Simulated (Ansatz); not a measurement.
# 181Ta nuclear quadrupole resonance in TaSi2 under strain

Cell: a structure deposited in the COD, relaxed with PBE at fixed cell and then changed (z stretched by 1 %, ions relaxed).

```xyz
9
Lattice="4.7839 0.0000 0.0000 -2.3920 4.1430 0.0000 0.0000 0.0000 6.6357" Properties=species:S:1:pos:R:3 pbc="T T T"
Ta    2.3920    0.0000    0.0000
Ta    1.1960    2.0715    4.4238
Ta   -1.1960    2.0715    2.2119
Si    0.0000    1.3197    0.0000
Si    3.6410    0.6598    4.4238
Si    1.2491    3.4832    2.2119
Si    2.3920    2.8233    0.0000
Si   -1.2491    3.4832    4.4238
Si    1.1429    0.6598    2.2119
```

Atom numbers follow the list; atoms alike are taken as one site, whose name carries the number of the first.

Computed with Ansatz: DFT, PBE, plane waves and PAW, scalar-relativistic, 420 eV cutoff, Γ-centred 11×11×7 k-points, Fermi–Dirac smearing 0.05 eV.

181Ta: I = 7/2, Q = 3170 mb (year-2017 value). Static lattice, zero field.

Q: At which frequencies do the 181Ta NQR lines lie?

A: For I = 7/2 and η = 0 the lines are |C_Q|/14 times 1, 2 and 3; η shifts the lowest up most. At large η the states mix, and weaker lines appear at sums of the main ones; lines under 5 % of the strongest are left out.

| site | atoms | V_zz (10²¹ V/m²) | C_Q (MHz) | η | line frequencies (MHz) |
| --- | --- | --- | --- | --- | --- |
| Ta | 1, 2, 3 | -6.94 | -532 | 0.53 | 64.8, 69.9, 110.6, 134.7 |

The run finds no gap above 0.1 eV (a metal, or nearly one), so the gradients can move by 10 % or more with the k-mesh. Without spin–orbit coupling the gradients at and beside Ta can be off by some per cent, at some sites by more. With these PAW files V_zz is typically within 2 to 3 % of all-electron values, but misses above 10 % occur on Ta.
